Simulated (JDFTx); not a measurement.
# Ag (Fm-3m) in JDFTx: reference runs

How does Ag come out in PBE? The cell is run as given and disturbed.

Everything below comes from runs of JDFTx 1.7.0 (patched build). Logs are shortened: lines on timing, memory, paths and dates and some standing lists are left out, and cuts for length are marked. The log counts tension as positive stress, the text compression.

### Step 1. Starting point

It takes space group Fm-3m (No. 225, cubic). Conventional cell: a = 4.085 Å, b = 4.085 Å, c = 4.085 Å, α = 90.00°, β = 90.00°, γ = 90.00°. Ag (site symmetry m-3m) has 12 Ag at 2.89 Å as nearest neighbours.

### Step 2. Single point, PBE

Contents of Ag.in:

```
lattice \
    0.0000000000     3.8602380411     3.8602380411 \
    3.8602380411     0.0000000000     3.8602380411 \
    3.8602380411     3.8602380411     0.0000000000
coords-type Lattice
ion Ag     0.0000000000     0.0000000000     0.0000000000 1

ion-species pseudo/Ag.upf
elec-cutoff 41
elec-ex-corr gga-PBE
kpoint-folding 11 11 11
elec-smearing Fermi 0.0018374661
elec-n-bands 15
electronic-SCF nIterations 100 energyDiffThreshold 1e-08
electronic-minimize nIterations 30 energyDiffThreshold 1e-7
converge-empty-states yes
forces-output-coords Cartesian

dump-name run.$VAR
dump End Ecomponents EigStats BandEigs Kpoints Forces Stress ElecDensity Dtot KEdensity
```

Potentials or basis: PseudoDojo-SR-PBE-0.5-standard.

Started as:

```bash
> jdftx -c 1 -i Ag.in -o Ag.out
```

Log:

```text
*************** JDFTx 1.7.0 (patched build) ***************

Input parsed successfully to the following command list (including defaults):
[... the input with its defaults ...]

---------- Setting up symmetries ----------

Found 48 point-group symmetries of the bravais lattice
Found 48 space-group symmetries with basis
Applied RMS atom displacement 0 bohrs to make symmetries exact.

---------- Initializing the Grid ----------
R =
[            0      3.86024      3.86024  ]
[      3.86024            0      3.86024  ]
[      3.86024      3.86024            0  ]
unit cell volume = 115.046
G =
[  -0.813834   0.813834   0.813834  ]
[   0.813834  -0.813834   0.813834  ]
[   0.813834   0.813834  -0.813834  ]
Minimum fftbox size, Smin = [  32  32  32  ]
Chosen fftbox size, S = [  32  32  32  ]

---------- Exchange Correlation functional ----------
Initalized PBE GGA exchange.
Initalized PBE GGA correlation.

---------- Setting up pseudopotentials ----------
Width of ionic core gaussian charges (only for fluid interactions / plotting) set to 0

Reading pseudopotential file 'pseudo/Ag.upf':
  'Ag' pseudopotential, 'PBE' functional
  Generated using ONCVPSP code by D. R. Hamann
  19 valence electrons, 4 orbitals, 6 projectors, 1001 radial grid points, with lMax = 2
    4S    l: 0   occupation:  2.0   eigenvalue: -3.493089
    4P    l: 1   occupation:  6.0   eigenvalue: -2.152308
    4D    l: 2   occupation: 10.0   eigenvalue: -0.273545
    5S    l: 0   occupation:  1.0   eigenvalue: -0.161880
  Core radius for overlap checks: 1.53 bohrs.

Initialized 1 species with 1 total atoms.

Folded 1 k-points by 11x11x11 to 1331 k-points.

---------- Setting up k-points, bands, fillings ----------
Reduced to 56 k-points under symmetry.
Computing the number of bands and number of electrons
Calculating initial fillings.
nElectrons:  19.000000   nBands: 15   nStates: 56

----- Setting up reduced wavefunction bases (one per k-point) -----
average nbasis = 1442.653 , ideal nbasis = 1442.587

---------- Setting up ewald sum ----------
Optimum gaussian width for ewald sums = 1.967960 bohr.
Real space sum over 2197 unit cells with max indices [  6  6  6  ]
Reciprocal space sum over 2197 terms with max indices [  6  6  6  ]

---------- Allocating electronic variables ----------
Initializing wave functions:  linear combination of atomic orbitals
Note: number of bands (15) exceeds available atomic orbitals (10)
Ag pseudo-atom occupations:   s ( 2 1 )  p ( 6 )  d ( 10 )
	FillingsUpdate:  mu: +0.646950627  nElectrons: 19.000000
LCAOMinimize: Iter:   0  F: -147.3893546288313985  |grad|_K:  1.874e-03  alpha:  1.000e+00
	FillingsUpdate:  mu: +0.659101633  nElectrons: 19.000000
LCAOMinimize: Iter:   1  F: -147.3994275547419761  |grad|_K:  9.382e-05  alpha:  5.019e-01  linmin:  2.367e-01  cgtest: -1.034e+00
LCAOMinimize: 	Bad step direction: g.d > 0.
[... 8 lines of inner loops ...]
LCAOMinimize: Encountered beta<0, resetting CG.
	FillingsUpdate:  mu: +0.658521692  nElectrons: 19.000000
LCAOMinimize: Iter:   5  F: -147.3994552375675084  |grad|_K:  4.544e-08  alpha:  5.484e-01  linmin: -2.257e-04  cgtest:  1.562e-03
LCAOMinimize: Converged (|Delta F|<1.000000e-06 for 2 iters).

-------- Electronic minimization -----------
Will mix electronic density at each iteration.
	FillingsUpdate:  mu: +0.658521692  nElectrons: 19.000000
	FillingsUpdate:  mu: +0.649052213  nElectrons: 19.000000
SCF: Cycle:  0   F: -147.408865203203561   dF: -9.410e-03   |Residual|: 2.742e-02   |deigs|: 3.817e-01
	FillingsUpdate:  mu: +0.650289754  nElectrons: 19.000000
SCF: Cycle:  1   F: -147.409342586578873   dF: -4.774e-04   |Residual|: 5.978e-03   |deigs|: 9.389e-03
	FillingsUpdate:  mu: +0.650087615  nElectrons: 19.000000
SCF: Cycle:  2   F: -147.409345856866366   dF: -3.270e-06   |Residual|: 2.551e-03   |deigs|: 7.780e-04
	FillingsUpdate:  mu: +0.649922225  nElectrons: 19.000000
SCF: Cycle:  3   F: -147.409346548510428   dF: -6.916e-07   |Residual|: 4.801e-04   |deigs|: 3.609e-04
	FillingsUpdate:  mu: +0.649910692  nElectrons: 19.000000
SCF: Cycle:  4   F: -147.409346586283135   dF: -3.777e-08   |Residual|: 2.213e-04   |deigs|: 1.144e-04
	FillingsUpdate:  mu: +0.649904055  nElectrons: 19.000000
SCF: Cycle:  5   F: -147.409346613528299   dF: -2.725e-08   |Residual|: 1.744e-05   |deigs|: 8.661e-05
	FillingsUpdate:  mu: +0.649904877  nElectrons: 19.000000
SCF: Cycle:  6   F: -147.409346615119262   dF: -1.591e-09   |Residual|: 1.998e-05   |deigs|: 4.759e-05
	FillingsUpdate:  mu: +0.649905469  nElectrons: 19.000000
SCF: Cycle:  7   F: -147.409346615965717   dF: -8.465e-10   |Residual|: 8.533e-06   |deigs|: 1.527e-04
SCF: Converged (|Delta E|<1.000000e-08 for 2 iters).

Setting wave functions to eigenvectors of Hamiltonian
Converging empty states (this may take a while): |deigs|: 2.017e-04

# Stress tensor in Cartesian coordinates [Eh/a0^3]:
[ -0.000145439            0            0  ]
[            0 -0.000145439            0  ]
[            0            0 -0.000145439  ]

# Ionic positions in lattice coordinates:
ion Ag   0.000000000000000   0.000000000000000   0.000000000000000 1

# Forces in Cartesian coordinates:
force Ag   0.000000000000000  -0.000000000000000   0.000000000000000 1

# Energy components:
   Eewald =     -107.1912658709665607
       EH =       35.4894293300990640
     Eloc =     -111.2440558641768007
      Enl =       -1.8742906721758601
      Exc =      -23.1667849594241133
 Exc_core =        7.6093655510137888
       KE =       52.9683565465628945
-------------------------------------
     Etot =     -147.4092459390676311
       TS =        0.0001006768980991
-------------------------------------
        F =     -147.4093466159657169

IonicMinimize: Iter:   0  F: -147.409346615965717  |grad|_K:  0.000e+00
IonicMinimize: Converged (|grad|_K<1.000000e-04).

#--- Lowdin population analysis ---
# oxidation-state Ag +0.130

Dumping 'run.eigStats' ...
	eMin: -2.740485 at state 0 ( [ +0.000000 +0.000000 +0.000000 ] spin 0 )
	HOMO: +0.648422 at state 11 ( [ +0.000000 +0.090909 -0.454545 ] spin 0 )
	mu  : +0.649905
	LUMO: +0.651896 at state 31 ( [ +0.000000 +0.363636 +0.454545 ] spin 0 )
	eMax: +1.586877 at state 28 ( [ +0.000000 +0.272727 -0.363636 ] spin 0 )
	HOMO-LUMO gap: +0.003475
	Optical gap  : +0.116817 at state 31 ( [ +0.000000 +0.363636 +0.454545 ] spin 0 )
Done!
```

Run time: 26 s. Hardware: 1 thread of Arm Neoverse V1, shared host; peak memory 0.07 GiB.

Results:

```
Free energy            : -4011.2127 eV
Pressure               : 4.3 GPa
Band gap on the k mesh : none (metal or under the smearing width)
```

Levels at points of the mesh, in eV from the Fermi level:
```
           k point  band 7  band 8  band 9  band 10  band 11  band 12  band 13  band 14
(0.00, 0.00, 0.00)   -5.04   -5.04   -4.00    -4.00    15.95    19.49    19.49    19.49
```

### Step 3. Single point, PBE (cell strained at random at fixed volume)

Contents of Ag.in:

```
lattice \
   -0.0117597657     3.8077471185     3.9412033569 \
    3.8524485900     0.0887150826     3.8854280903 \
    3.9064418448     3.8059651068    -0.0447411557
coords-type Lattice
ion Ag     0.0022060000     0.0285520000    -0.0104340000 1

ion-species pseudo/Ag.upf
elec-cutoff 41
elec-ex-corr gga-PBE
kpoint-folding 11 11 11
elec-smearing Fermi 0.0018374661
elec-n-bands 15
electronic-SCF nIterations 100 energyDiffThreshold 1e-08
electronic-minimize nIterations 30 energyDiffThreshold 1e-7
converge-empty-states yes
forces-output-coords Cartesian

dump-name run.$VAR
dump End Ecomponents EigStats BandEigs Kpoints Forces Stress
```

Potentials or basis: PseudoDojo-SR-PBE-0.5-standard.

Started as:

```bash
> jdftx -c 1 -i Ag.in -o Ag.out
```

Log:

```text
*************** JDFTx 1.7.0 (patched build) ***************

Input parsed successfully to the following command list (including defaults):
[... the input with its defaults ...]

---------- Setting up symmetries ----------

Non-trivial transmission matrix:
[   1   0   0  ]
[  -1   1  -1  ]
[   0   0   1  ]
with reduced lattice vectors:
[     -3.819507      3.807747      0.133456  ]
[      3.763734      0.088715      3.796713  ]
[      0.100477      3.805965     -3.850706  ]

Found 2 point-group symmetries of the bravais lattice
Found 2 space-group symmetries with basis
Applied RMS atom displacement 0 bohrs to make symmetries exact.

---------- Initializing the Grid ----------
R =
[   -0.0117598      3.80775       3.9412  ]
[      3.85245    0.0887151      3.88543  ]
[      3.90644      3.80597   -0.0447412  ]
unit cell volume = 115.046
G =
[  -0.807845   0.828526    0.78891  ]
[   0.838363   -0.84082   0.831722  ]
[   0.781846    0.81482  -0.801205  ]
Minimum fftbox size, Smin = [  32  32  32  ]
Chosen fftbox size, S = [  32  32  32  ]

---------- Exchange Correlation functional ----------
Initalized PBE GGA exchange.
Initalized PBE GGA correlation.

---------- Setting up pseudopotentials ----------
[... 43 lines left out ...]
LCAOMinimize: Converged (|Delta F|<1.000000e-06 for 2 iters).

-------- Electronic minimization -----------
Will mix electronic density at each iteration.
	FillingsUpdate:  mu: +0.654370849  nElectrons: 19.000000
	FillingsUpdate:  mu: +0.645972545  nElectrons: 19.000000
SCF: Cycle:  0   F: -147.408606451560246   dF: -9.087e-03   |Residual|: 2.768e-02   |deigs|: 3.153e-01
	FillingsUpdate:  mu: +0.647653651  nElectrons: 19.000000
SCF: Cycle:  1   F: -147.409102155766305   dF: -4.957e-04   |Residual|: 5.925e-03   |deigs|: 8.049e-03
	FillingsUpdate:  mu: +0.647423552  nElectrons: 19.000000
SCF: Cycle:  2   F: -147.409105458542228   dF: -3.303e-06   |Residual|: 2.562e-03   |deigs|: 6.362e-04
	FillingsUpdate:  mu: +0.647236967  nElectrons: 19.000000
SCF: Cycle:  3   F: -147.409106157588525   dF: -6.990e-07   |Residual|: 4.847e-04   |deigs|: 3.508e-04
	FillingsUpdate:  mu: +0.647231879  nElectrons: 19.000000
SCF: Cycle:  4   F: -147.409106197167034   dF: -3.958e-08   |Residual|: 2.203e-04   |deigs|: 1.328e-04
	FillingsUpdate:  mu: +0.647222839  nElectrons: 19.000000
SCF: Cycle:  5   F: -147.409106224387813   dF: -2.722e-08   |Residual|: 1.943e-05   |deigs|: 1.086e-04
	FillingsUpdate:  mu: +0.647223688  nElectrons: 19.000000
SCF: Cycle:  6   F: -147.409106226022431   dF: -1.635e-09   |Residual|: 1.936e-05   |deigs|: 7.375e-05
	FillingsUpdate:  mu: +0.647224312  nElectrons: 19.000000
SCF: Cycle:  7   F: -147.409106226864878   dF: -8.424e-10   |Residual|: 6.834e-06   |deigs|: 2.997e-04
SCF: Converged (|Delta E|<1.000000e-08 for 2 iters).

Setting wave functions to eigenvectors of Hamiltonian
Converging empty states (this may take a while): |deigs|: 2.741e-04

# Stress tensor in Cartesian coordinates [Eh/a0^3]:
[ -0.000166331  6.27599e-05 -5.15519e-05  ]
[  6.27599e-05 -0.000157665  2.97042e-05  ]
[ -5.15519e-05  2.97042e-05 -0.000154753  ]

# Ionic positions in lattice coordinates:
ion Ag   0.002206000000000   0.028552000000000  -0.010434000000000 1

# Forces in Cartesian coordinates:
force Ag   0.000000000000000   0.000000000000000   0.000000000000000 1

# Energy components:
   Eewald =     -107.1631999169632792
       EH =       35.5194362692454817
     Eloc =     -111.3041880333047828
      Enl =       -1.8742017950541290
      Exc =      -23.1676377401572609
 Exc_core =        7.6093637824300542
       KE =       52.9714129301677659
-------------------------------------
     Etot =     -147.4090145036361434
       TS =        0.0000917232287300
-------------------------------------
        F =     -147.4091062268648784

IonicMinimize: Iter:   0  F: -147.409106226864878  |grad|_K:  0.000e+00
IonicMinimize: Converged (|grad|_K<1.000000e-04).

#--- Lowdin population analysis ---
# oxidation-state Ag +0.125

Dumping 'run.eigStats' ...
	eMin: -2.740316 at state 0 ( [ +0.000000 +0.000000 +0.000000 ] spin 0 )
	HOMO: +0.646974 at state 342 ( [ +0.272727 +0.272727 -0.454545 ] spin 0 )
	mu  : +0.647224
	LUMO: +0.647744 at state 589 ( [ +0.454545 +0.363636 +0.000000 ] spin 0 )
	eMax: +1.597890 at state 633 ( [ +0.454545 -0.272727 +0.000000 ] spin 0 )
	HOMO-LUMO gap: +0.000770
	Optical gap  : +0.114267 at state 478 ( [ +0.363636 +0.363636 -0.090909 ] spin 0 )
Done!
```

Run time: 5 min. Hardware: 1 thread of Arm Neoverse V1, shared host; peak memory 0.53 GiB.

What came out:

```yaml
Free_energy: -4011.2061 eV
Pressure: 4.7 GPa
Band_gap_on_the_k_mesh: none (metal or under the smearing width)
```

Levels at points of the mesh, in eV from the Fermi level:
```csv
k point,band 7,band 8,band 9,band 10,band 11,band 12
"(0.00, 0.00, 0.00)",-5.01,-4.78,-3.95,-3.86,15.94,18.83
```
